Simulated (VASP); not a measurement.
**Au under changes of volume**

One of the cells (17.037 Å³/atom); the others are scaled copies at fixed shape and fractional positions:

```
CELL_PARAMETERS angstrom
2.88274 0.00000 0.00000
-1.44137 2.49652 0.00000
0.00000 0.00000 4.73450
ATOMIC_POSITIONS crystal
Au 0.66667 0.33333 0.25000
Au 0.33333 0.66667 0.75000
```

This isn't the form of Au at room conditions, which is fcc.

```yaml
Program: VASP 6.6.1
Functional: PBEsol
Potentials_or_basis: VASP PAW PBE potentials, release 64 (Au)
Cutoff: 520 eV
k_mesh: 10 × 10 × 6
Occupations: fermi-dirac, width 0.05 eV
Spin: no spin polarisation
```

```tsv
volume (Å³/atom)	energy over the lowest point (meV/atom)	pressure (GPa)
16.355	?	?
16.696	3.98	3.6
17.037	0.00	-0.1
17.377	3.43	-3.3
17.718	13.28	-6.1
```

Task: What does the run at 16.355 Å³/atom give?

Result: Energy over the lowest point 16.41 meV/atom; pressure 7.8 GPa.

Worked out: A Birch-Murnaghan fit of order 2 (a polynomial in V^(-2/3)) to the other rows has its minimum at 17.04 Å³/atom with B0 = V·E''(V) = 170 GPa at fixed shape and positions, which overstates the stiffness. It gives 15.92 meV/atom at 16.355 Å³/atom, against the run's 16.41, and -dE/dV = 7.6 GPa, against 7.8.

Energies are extrapolated to zero smearing.

Caveats: the PAW data sets were made with another functional, which shifts forces and pressure a little.
